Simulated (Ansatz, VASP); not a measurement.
**One calculation of Pb, two programs**

INCAR

```
PREC = Accurate
ENCUT = 520
EDIFF = 1E-7
ISMEAR = -1
SIGMA = 0.1
LREAL = False
LASPH = True
NELM = 100
ALGO = Fast
ISIF = 2
LWAVE = False
LCHARG = True
GGA = PE
LELF = True
LVHAR = True
NBANDS = 21
```

File KPOINTS:

```
regular mesh
0
Gamma
  9 9 4
```

File POSCAR:

```
Pb
1.0
    3.0386000000     -1.7503000000      0.0000000000
    3.0386000000      1.7503000000      0.0000000000
   -2.1155000000      0.0000000000      6.0952000000
Pb
2
Direct
    0.0915000000      0.0915000000      0.2737000000
    0.9085000000      0.9085000000      0.7263000000
```

Input for Ansatz:

```yaml
crystal:
  lattice:
    - [3.0386, -1.7503, 0.0]
    - [3.0386, 1.7503, 0.0]
    - [-2.1155, 0.0, 6.0952]
  atoms:
    - { symbol: Pb, position: [0.0915, 0.0915, 0.2737] }
    - { symbol: Pb, position: [0.9085, 0.9084999999999999, 0.7262999999999998] }
basis:
  ecutwfc: 550.0
kpoints:
  mp_grid:
    grid: [9, 9, 4]
hamiltonian:
  xc: pbe
  pseudopotentials:
    kind: paw
scf:
  occupations:
    method: fermi_dirac
    width: 0.1
output:
  stress: true
```

This isn't the form of Pb at room conditions, which is fcc.

Alike in both runs: task single point; functional PBE; k mesh 9 × 9 × 4; occupations fermi-dirac, width 0.1 eV; no spin polarisation.

|  | VASP | Ansatz |
| --- | --- | --- |
| version | VASP 6.6.1 | Ansatz 0.2.0 |
| potentials or method | VASP PAW PBE potentials, release 64 (Pb_d) | plane waves, PAW |
| plane-wave cutoff (eV) | 520 | 550 |
| valence electrons in the cell | 28 | 28 |

```csv
,VASP,Ansatz,Ansatz less VASP
pressure (GPa),0.9,0.9,+0.06
largest component of the traceless stress (GPa),0.48,0.48,+0.001
```

Spin-orbit coupling is left out, which matters for the levels of Pb.
